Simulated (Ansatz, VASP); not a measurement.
**Two plane-wave programs on Mg**

The input INCAR:

```
SYSTEM = Mg
ALGO = Normal
EDIFF = 1E-6
ENCUT = 520
ISIF = 2
ISMEAR = -1
LASPH = .True.
LCHARG = .True.
LELF = .True.
LREAL = .False.
LVHAR = .True.
LWAVE = .False.
NBANDS = 10
NELM = 80
PREC = Accurate
SIGMA = 0.1
```

Contents of KPOINTS:

```
k-points
0
Gamma
  8 8 12
  0 0 0
```

File POSCAR:

```
Mg
1.0
    4.9372711865      0.0000000000      0.0000000000
   -2.4686355932      4.2758022728      0.0000000000
    0.0000000000      0.0000000000      2.9918922115
Mg
3
Direct
    1.0000000000      0.0000000000      0.0000000000
    0.3333333333      0.6666666667      0.5000000000
    0.6666666667      0.3333333333      0.5000000000
```

Input for Ansatz:

```yaml
crystal:
  lattice:
    - [4.9372711865, 0.0, 0.0]
    - [-2.4686355932, 4.2758022728, 0.0]
    - [0.0, 0.0, 2.9918922115]
  atoms:
    - { symbol: Mg, position: [1.0, 0.0, 0.0] }
    - { symbol: Mg, position: [0.3333333333, 0.6666666667, 0.5] }
    - { symbol: Mg, position: [0.6666666667, 0.3333333333, 0.5] }
hamiltonian:
  xc: lda
  pseudopotentials:
    kind: paw
    azcp:
      Mg: "pseudopotentials/Mg.paw.azcp"
basis:
  ecutwfc: 420
  fft_grid_basis: typed
kpoints:
  mp_grid: { grid: [8, 8, 12], shift: [0, 0, 0] }
magnetization:
  spin_polarized: false
scf:
  occupations: { method: fermi_dirac, width: 0.1 }
  lower_state_search: "off"
output:
  stress: true
  write_density: true
  write_potential: true
  elf: true
  volumetric_format: npy
```

Alike in both runs: task single point; functional LDA; k mesh 8 × 8 × 12; occupations fermi-dirac, width 0.1 eV; no spin polarisation.

```csv
,VASP,Ansatz
version,VASP 6.6.1,Ansatz 0.2.0
potentials or method,"VASP PAW LDA potentials, release 64 (Mg)","plane waves (420 eV) with PAW, scalar-relativistic"
plane-wave cutoff (eV),520,420
valence electrons in the cell,6,30
```

|  | VASP | Ansatz | Ansatz less VASP |
| --- | --- | --- | --- |
| pressure (GPa) | 1.3 | 1.6 | +0.32 |

The two sets of potentials don't hold the same shells in valence. Ansatz warned: «pseudo_functional_mismatch».
